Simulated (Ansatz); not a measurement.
## Stationary points along a deformation path in MgO

These are results of DFT PBE, scalar-relativistic, plane waves, PAW (Ansatz 0.2.0), not measurements. The runs took a 420 eV cutoff, a Γ-centred 10×10×10 mesh and Gaussian smearing (0.05 eV). No spin polarisation. Energies are free energies at this smearing, counted from the undisturbed cell; pressure is positive in compression.

Zero of the scan (as given, not relaxed at this level; it stands at -1.7 GPa):

```
Mg O
1.0
     0.00000    2.13515    2.13515
     2.13515    0.00000    2.13515
     2.13515    2.13515    0.00000
Mg O
1 1
Direct
  0.00000 0.00000 0.00000
  0.50000 0.50000 0.50000
```

At fixed volume and fractional coordinates, lengths along (0.577, 0.577, 0.577) are scaled against those across it; ρ is that ratio over its starting value. V = 9.734 Å³/atom. Δσ is the stress along the axis less the mean stress across it (compression positive).

| ρ | ΔE (meV/atom) | Δσ (GPa) | space group |
| --- | --- | --- | --- |
| 0.500 | 755.5 | 0.00 | Pm-3m |
| 0.600 | 661.6 | 25.98 | R-3m |
| 0.710 | 419.6 | 42.11 | R-3m |
| 0.850 | 124.2 | 33.79 | R-3m |
| 0.930 | 27.6 | 18.02 | R-3m |
| 1.000 | 0.0 | 0.00 | Fm-3m |
| 1.080 | 35.9 | -23.82 | R-3m |
| 1.200 | 219.3 | -63.37 | R-3m |
| 1.410 | 861.1 | -134.24 | R-3m |
| 1.700 | 2101.4 | -176.35 | R-3m |
| 2.000 | 3217.4 | -164.06 | R-3m |

Q: How does the stress give the slope of the energy, and where is the energy stationary?

A: Along the path d ln(length) is 2/3 d ln ρ on the axis and −1/3 d ln ρ across it, so dE/d ln ρ = −(2/3) V Δσ: the energy falls with ρ where Δσ is positive. Δσ vanishes or changes sign at ρ = 0.500 (Pm-3m, an end of the scan), at 755.5 meV/atom; at ρ = 1.000 (Fm-3m), a minimum at 0.0 meV/atom. Pairs of stationary points between two samples would go unseen, and could change a minimum read from distant neighbours into a maximum. At ρ = 0.500, 1.000 the cell is cubic, where symmetry alone makes the stress isotropic and the slope zero.

Q: Which shear constant sets the curvature at ρ = 1?

A: For a cubic crystal E/V = (2/3) C (ln ρ)² with C = C44, so Δσ = −2C ln ρ. The parabola of Δσ against ln ρ through ρ = 0.930, 1 and 1.080 gives C ≈ 139 GPa with the ions clamped, rough because the steps are large. It is the stress–strain coefficient at this cell's pressure of -1.7 GPa, not the zero-pressure constant.

The gap closes along the scan, which can put kinks into the curve.

Cost: 11 runs of about 0.21 core-minutes in all, on Intel Xeon Platinum 8488C (Sapphire Rapids) (shared hosts).